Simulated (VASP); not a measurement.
# TePb (Fm-3m) in VASP: settings compared

Aim: see how the results for TePb move with the level of theory and the settings. Levels: PBE, PBEsol+D4, PBEsol+rVV10, RPBE+D3, RPBE+D3(BJ). Tasks: single point, relaxation of cell and atoms.

All numbers are computed with VASP 6.6.1; they aren't measurements. Logs are shortened: lines on timing, memory, paths and dates and some standing lists are left out, and cuts for length are marked.

## 1. Starting point

It takes space group Fm-3m (No. 225, cubic). Conventional cell: a = 6.462 Å, b = 6.462 Å, c = 6.462 Å, α = 90.00°, β = 90.00°, γ = 90.00°. Around Pb (site symmetry m-3m) lie 6 Te at 3.23 Å. Te (site symmetry m-3m) has 6 Pb at 3.23 Å as nearest neighbours.

## 2. Single point, PBE

The input, INCAR:

```
SYSTEM = TePb
  PREC = Accurate
  ENCUT = 520
  EDIFF = 1E-7
  ISMEAR = 0
  SIGMA = 0.028000000000000004
  LREAL = .FALSE.
  LASPH = .TRUE.
  NELM = 60
  ALGO = Fast
  ISIF = 2
  LWAVE = .FALSE.
  LCHARG = .TRUE.
  GGA = PE
  LELF = .TRUE.
  LVHAR = .TRUE.
```

The input, KPOINTS:

```
Automatic mesh
0
G
  7 7 7
  0 0 0
```

The input, POSCAR:

```
TePb
1.0
    0.0000000000      3.2310000000      3.2310000000
    3.2310000000      0.0000000000      3.2310000000
    3.2310000000      3.2310000000      0.0000000000
Pb Te
1 1
Direct
    0.0000000000      0.0000000000      0.0000000000
    0.5000000000      0.5000000000      0.5000000000
```

Potentials or basis: VASP PAW PBE potentials, release 64 (Pb_d, Te).

Launch:

```bash
> cat potpaw_PBE.64/Pb_d/POTCAR potpaw_PBE.64/Te/POTCAR > POTCAR
> mpirun -np 1 vasp_std > vasp.out
```

OUTCAR:

```text
SYSTEM = TePb
   PREC = Accurate
   ENCUT = 520
   EDIFF = 1E-7
   ISMEAR = 0
   LREAL = .FALSE.
   LASPH = .TRUE.
   NELM = 60
   ISIF = 2
   GGA = PE

 ion  position               nearest neighbor table
   1  0.000  0.000  0.000-   2 3.23   2 3.23   2 3.23   2 3.23   2 3.23   2 3.23
   2  0.500  0.500  0.500-   1 3.23   1 3.23   1 3.23   1 3.23   1 3.23   1 3.23

  LATTYP: Found a face centered cubic cell.
 ALAT       =     6.4620000000

  Lattice vectors:

 A1 = (   0.0000000000,   3.2310000000,   3.2310000000)
 A2 = (   3.2310000000,   0.0000000000,   3.2310000000)
 A3 = (   3.2310000000,   3.2310000000,   0.0000000000)

Analysis of symmetry for initial positions (statically):
=====================================================================
 Subroutine PRICEL returns:
 Original cell was already a primitive cell.

 Routine SETGRP: Setting up the symmetry group for a
 face centered cubic supercell.

 Subroutine GETGRP returns: Found 48 space group operations
 (whereof 48 operations were pure point group operations)
 out of a pool of 48 trial point group operations.

The static configuration has the point symmetry O_h .

Analysis of symmetry for dynamics (positions and initial velocities):
=====================================================================
 Subroutine PRICEL returns:
 Original cell was already a primitive cell.

 Routine SETGRP: Setting up the symmetry group for a
 face centered cubic supercell.

 Subroutine GETGRP returns: Found 48 space group operations
 (whereof 48 operations were pure point group operations)
 out of a pool of 48 trial point group operations.

The dynamic configuration has the point symmetry O_h .

 Subroutine INISYM returns: Found 48 space group operations
 (whereof 48 operations are pure point group operations),
 and found     1 'primitive' translations

----------------------------------------------------------------------------------------

                                     Primitive cell

  volume of cell :      67.4592

  direct lattice vectors                    reciprocal lattice vectors
     0.000000000  3.231000000  3.231000000    -0.154750851  0.154750851  0.154750851
     3.231000000  0.000000000  3.231000000     0.154750851 -0.154750851  0.154750851
     3.231000000  3.231000000  0.000000000     0.154750851  0.154750851 -0.154750851

  length of vectors
     4.569324020  4.569324020  4.569324020     0.268036337  0.268036337  0.268036337

  position of ions in fractional coordinates (direct lattice)
     0.000000000  0.000000000  0.000000000
     0.500000000  0.500000000  0.500000000

  ion indices of the primitive-cell ions
   primitive index   ion index
                 1           1
                 2           2

----------------------------------------------------------------------------------------

 KPOINTS: Automatic mesh

Automatic generation of k-mesh.
 Grid dimensions read from file:
 generate k-points for:    7    7    7

 Generating k-lattice:

  Cartesian coordinates                     Fractional coordinates (reciprocal lattice)
    -0.022107264  0.022107264  0.022107264     0.142857143  0.000000000  0.000000000
     0.022107264 -0.022107264  0.022107264     0.000000000  0.142857143  0.000000000
     0.022107264  0.022107264 -0.022107264     0.000000000  0.000000000  0.142857143

  Length of vectors
     0.038290905  0.038290905  0.038290905

  Shift w.r.t. Gamma in fractional coordinates (k-lattice)
     0.000000000  0.000000000  0.000000000

 Subroutine IBZKPT returns following result:
 ===========================================

 Found     20 irreducible k-points:

 Following reciprocal coordinates:
            Coordinates               Weight
  0.000000  0.000000  0.000000      1.000000
  0.142857  0.000000  0.000000      8.000000
  0.285714  0.000000  0.000000      8.000000
  0.428571  0.000000  0.000000      8.000000
  0.142857  0.142857  0.000000      6.000000
  0.285714  0.142857  0.000000     24.000000
[... 12 lines left out ...]
 -0.428571  0.428571  0.142857     24.000000
 -0.285714  0.428571  0.142857     24.000000
   k-points           NKPTS =     20   k-points in BZ     NKDIM =     20   number of bands    NBANDS=     14
   number of dos      NEDOS =    301   number of ions     NIONS =      2
   total plane-waves  NPLWV =  46656
   dimension x,y,z NGX =    36 NGY =   36 NGZ =   36
   dimension x,y,z NGXF=    72 NGYF=   72 NGZF=   72
   ions per type =               1   1
   NGX,Y,Z   is equivalent  to a cutoff of  13.10, 13.10, 13.10 a.u.
   NGXF,Y,Z  is equivalent  to a cutoff of  26.20, 26.20, 26.20 a.u.
 SYSTEM =  TePb
   PREC   = accura    normal or accurate (medium, high low for compatibility)
   ISTART =      0    job   : 0-new  1-cont  2-samecut
   ICHARG =      2    charge: 1-file 2-atom 10-const
   ISPIN  =      1    spin polarized calculation?
   LNONCOLLINEAR =      F non collinear calculations
   LSORBIT =      F    spin-orbit coupling
   LASPH  =      T    aspherical Exc in radial PAW
   ENCUT  =  520.0 eV  38.22 Ry    6.18 a.u.   8.50  8.50  8.50*2*pi/ulx,y,z
   NELM   =     60;   NELMIN=  2; NELMDL= -5     # of ELM steps
   EDIFF  = 0.1E-06   stopping-criterion for ELM
   LREAL  =      F    real-space projection
   EDIFFG = 0.1E-05   stopping-criterion for IOM
   NSW    =      0    number of steps for IOM
   IBRION =     -1    ionic relax: 0-MD 1-quasi-New 2-CG
   NFREE  =      0    steps in history (QN), initial steepest desc. (CG)
   ISIF   =      2    stress and relaxation
   ISYM   =      2    0-nonsym 1-usesym 2-fastsym
   POTIM  = 0.5000    time-step for ionic-motion
   TEBEG  =    0.0;   TEEND  =   0.0 temperature during run
   PSTRESS=    0.0 pullay stress
   NELECT =      20.0000    total number of electrons
   NUPDOWN=      -1.0000    fix difference up-down
   EMIN   =  10.00;   EMAX   =-10.00  energy-range for DOS
   EFERMI =   0.00;   METHOD = LEGACY
   ISMEAR =     0;   SIGMA  =   0.03  broadening in eV -4-tet -1-fermi 0-gaus
   EFERMI_NEDOS =   21; number of points for ismear=-14 and -15
   IALGO  =     68    algorithm
   IMIX   =      4    mixing-type and parameters
     AMIX     =   0.40;   BMIX     =  1.00
     AMIX_MAG =   1.60;   BMIX_MAG =  1.00
  volume/ion in A,a.u.               =      33.73       227.62
  Fermi-wavevector in a.u.,A,eV,Ry     =   1.091619  2.062861 16.213147  1.191633
  Thomas-Fermi vector in A             =   2.227868
   LORBIT       =      0    0 simple, 1 ext, 2 COOP (PROOUT), +10 PAW based schemes
   GGA     = PE    functional components
   LHFCALC =     F    Hartree Fock is set to
   AEXX    =    0.0000 exact exchange contribution
   IVDW    =     0    specifies the selected vdW correction
   LEPSILON=     F    determine dielectric tensor
   LRPA    =     F    only Hartree local field effects (RPA)
 non-spin polarized calculation
 RMM-DIIS sequential band-by-band and
 Gauss-broadening in eV      SIGMA  =   0.03
  energy-cutoff  :      520.00
  volume of cell :       67.46
 maximum number of plane-waves:      1837
 NGX is ok and might be reduce to    36
   NGX = 17   NGY = 17   NGZ = 17

 number of electron      20.0000003 magnetization

 Free energy of the ion-electron system (eV)
  ---------------------------------------------------
  ext. energy  EPLUGINS =         0.00000000
  ---------------------------------------------------
  free energy    TOTEN  =        -7.50259015 eV

  energy without entropy =       -7.50259015  energy(sigma->0) =       -7.50259015

 E-fermi :   5.6716     XC(G=0):  -9.3007

 val. band max:        5.5202504327   @ k =   0.4286   0.0000   0.0000
 cond. band min:       6.5315855722   @ k =   0.4286   0.0000   0.0000
 fundamental gap:      1.0113351395
 Fermi energy:         5.6715817264

 k-point     1 :       0.0000    0.0000    0.0000
  band No.  band energies     occupation
      1     -11.0954      2.00000
      2     -11.0954      2.00000
      3     -11.0862      2.00000
      4     -11.0862      2.00000
      5     -11.0862      2.00000
      6      -6.3954      2.00000
      7       0.0296      2.00000
      8       4.2764      2.00000
      9       4.2764      2.00000
     10       4.2764      2.00000
     11       9.7029      0.00000
     12       9.7029      0.00000
     13       9.7029      0.00000
     14      11.4202      0.00000

 k-point     2 :       0.1429    0.0000    0.0000
  band No.  band energies     occupation
      1     -11.0979      2.00000
      2     -11.0979      2.00000
      3     -11.0857      2.00000
      4     -11.0833      2.00000
      5     -11.0833      2.00000
      6      -6.2210      2.00000
      7      -0.5267      2.00000
      8       4.3287      2.00000
      9       4.3287      2.00000
     10       4.5820      2.00000
     11       8.7551      0.00000
     12       8.9625      0.00000
     13       8.9625      0.00000
     14      11.2625      0.00000

 k-point     3 :       0.2857    0.0000    0.0000
  band No.  band energies     occupation
      1     -11.1043      2.00000
      2     -11.1043      2.00000
      3     -11.0846      2.00000
      4     -11.0759      2.00000
      5     -11.0759      2.00000
      6      -5.7280      2.00000
      7      -1.6956      2.00000
      8       4.4895      2.00000
      9       4.4895      2.00000
     10       5.0918      2.00000
     11       7.4476      0.00000
     12       7.8033      0.00000
     13       7.8033      0.00000
     14      11.8182      0.00000

 k-point     4 :       0.4286    0.0000    0.0000
  band No.  band energies     occupation
      1     -11.1096      2.00000
      2     -11.1096      2.00000
      3     -11.0839      2.00000
      4     -11.0697      2.00000
      5     -11.0697      2.00000
      6      -5.1006      2.00000
      7      -2.7627      2.00000
      8       4.6940      2.00000
      9       4.6940      2.00000
     10       5.5203      2.00000
     11       6.5316      0.00000
     12       7.0139      0.00000
     13       7.0139      0.00000
     14      13.3208      0.00000

 k-point     5 :       0.1429    0.1429    0.0000
  band No.  band energies     occupation
      1     -11.1037      2.00000
      2     -11.0934      2.00000
      3     -11.0881      2.00000
      4     -11.0816      2.00000
      5     -11.0816      2.00000
      6      -6.1632      2.00000
      7      -0.5845      2.00000
      8       3.9464      2.00000
      9       3.9464      2.00000
     10       5.2169      2.00000
     11       7.5877      0.00000
[... 208 lines left out ...]
 k-point    18 :      -0.4286    0.2857    0.1429
  band No.  band energies     occupation
      1     -11.1271      2.00000
      2     -11.1011      2.00000
      3     -11.0816      2.00000
      4     -11.0736      2.00000
      5     -11.0659      2.00000
      6      -4.8252      2.00000
      7      -2.5146      2.00000
      8       2.5759      2.00000
      9       2.9322      2.00000
     10       5.0741      2.00000
     11       7.1707      0.00000
     12       9.4297      0.00000
     13      10.1070      0.00000
     14      11.7591      0.00000

 k-point    19 :      -0.4286    0.4286    0.1429
  band No.  band energies     occupation
      1     -11.1439      2.00000
      2     -11.0919      2.00000
      3     -11.0893      2.00000
      4     -11.0677      2.00000
      5     -11.0616      2.00000
      6      -4.7222      2.00000
      7      -2.1261      2.00000
      8       1.7080      2.00000
      9       2.4626      2.00000
     10       4.0763      2.00000
     11       8.7674      0.00000
     12       9.7447      0.00000
     13      11.2839      0.00000
     14      11.4056      0.00000

 k-point    20 :      -0.2857    0.4286    0.1429
  band No.  band energies     occupation
      1     -11.1377      2.00000
      2     -11.0974      2.00000
      3     -11.0818      2.00000
      4     -11.0747      2.00000
      5     -11.0617      2.00000
      6      -4.5917      2.00000
      7      -2.4131      2.00000
      8       1.7260      2.00000
      9       2.3546      2.00000
     10       4.9456      2.00000
     11       7.5678      0.00000
     12      10.3302      0.00000
     13      11.1368      0.00000
     14      11.7546      0.00000

------------------------ aborting loop because EDIFF is reached ----------------------------------------

  FORCE on cell =-STRESS in cart. coord.  units (eV):
  Direction    XX          YY          ZZ          XY          YZ          ZX
  --------------------------------------------------------------------------------------
  -------------------------------------------------------------------------------------
  Total        0.8745438      0.8745438      0.8745438      0.0000000     -0.0000000     -0.0000000
  in kB       20.7707078     20.7707078     20.7707078      0.0000000     -0.0000000     -0.0000000
  external PRESSURE =      20.7707078 kB  Pullay stress =       0.0000000 kB

 VOLUME and BASIS-vectors are now :
 -----------------------------------------------------------------------------
  energy-cutoff  :      520.00
  volume of cell :       67.46
      direct lattice vectors                 reciprocal lattice vectors
     0.000000000  3.231000000  3.231000000    -0.154750851  0.154750851  0.154750851
     3.231000000  0.000000000  3.231000000     0.154750851 -0.154750851  0.154750851
     3.231000000  3.231000000  0.000000000     0.154750851  0.154750851 -0.154750851

 POSITION                                       TOTAL-FORCE (eV/Angst)
 -----------------------------------------------------------------------------------
      0.00000      0.00000      0.00000         0.000000     -0.000000      0.000000
      3.23100      3.23100      3.23100        -0.000000      0.000000     -0.000000
 -----------------------------------------------------------------------------------
    total drift:                                0.000000      0.000000      0.000000

  FREE ENERGIE OF THE ION-ELECTRON SYSTEM (eV)
  ---------------------------------------------------
  free  energy   TOTEN  =        -7.5025901514 eV

  energy  without entropy=       -7.5025901514  energy(sigma->0) =       -7.50259015
```

Wall time 12 s (1 thread of Intel Xeon 6975P-C (Granite Rapids), shared host); peak memory 0.2 GiB.

Results:

```
Free energy : -7.5026 eV
Pressure    : 2.1 GPa
```

Caveat: this odd mesh misses L, where the gap lies, so gap, dielectric constants and Born charges aren't listed.

## 3. Relaxation of cell and atoms, PBEsol+D4

The input, INCAR:

```
PREC = Accurate
ENCUT = 600
EDIFF = 1E-6
ISMEAR = -1
SIGMA = 0.05
LREAL = F
LASPH = T
NELM = 100
ALGO = Normal
ISIF = 3
LWAVE = F
LCHARG = F
GGA = PS
IVDW = 13
IBRION = 2
NSW = 40
EDIFFG = -0.01
```

The input, KPOINTS:

```
Automatic mesh
0
Gamma
  7 7 7
```

POSCAR is that of step 2.

Potentials or basis: VASP PAW PBE potentials, release 64 (Pb_d, Te).

Launch:

```bash
> cat potpaw_PBE.64/Pb_d/POTCAR potpaw_PBE.64/Te/POTCAR > POTCAR
> mpirun -np 1 vasp_std > vasp.out
```

It took 29 s on 1 thread of Intel Xeon 6975P-C (Granite Rapids), shared host; peak memory 0.25 GiB.

It converged, with:

```
Free energy                            : -8.7773 eV
Relaxed volume                         : 32.60 Å³/atom
Relaxed cell                           : a = 4.518 Å, b = 4.518 Å, c = 4.518 Å, α = 60.00°, β = 60.00°, γ = 60.00°
Space group after relaxing (to 0.05 Å) : Fm-3m (No. 225)
Energy gained by relaxing              : 5.5 meV/atom
Ionic steps                            : 3
Pressure after relaxing                : 0.0 GPa
Dispersion energy per atom             : -0.261 eV
```

Step by step:
```tsv
step	energy change (eV)	largest force (eV/Å)	pressure (GPa)	volume (Å³)
1	0.0000	0.0000	-1.50	67.46
2	-0.0094	0.0000	0.61	64.41
3	-0.0109	0.0000	-0.01	65.21
```

Final structure:
```
Pb Te
1.0
     0.00000    3.19463    3.19463
     3.19463    0.00000    3.19463
     3.19463    3.19463    0.00000
Pb Te
1 1
Direct
  0.00000 0.00000 0.00000
  0.50000 0.50000 0.50000
```

Levels at points of the mesh, in eV from the Fermi level:
```tsv
k point	band 7	band 8	band 9	band 10	band 11	band 12	band 13	band 14
(0.00, 0.00, 0.00)	-5.87	-1.81	-1.81	-1.81	3.75	3.75	3.75	5.34
```

Caveat: this odd mesh misses L, where the gap lies, so gap, dielectric constants and Born charges aren't listed; the PAW data sets were made with another functional, which shifts forces and pressure a little.

(Continued in part 2 of 2.)
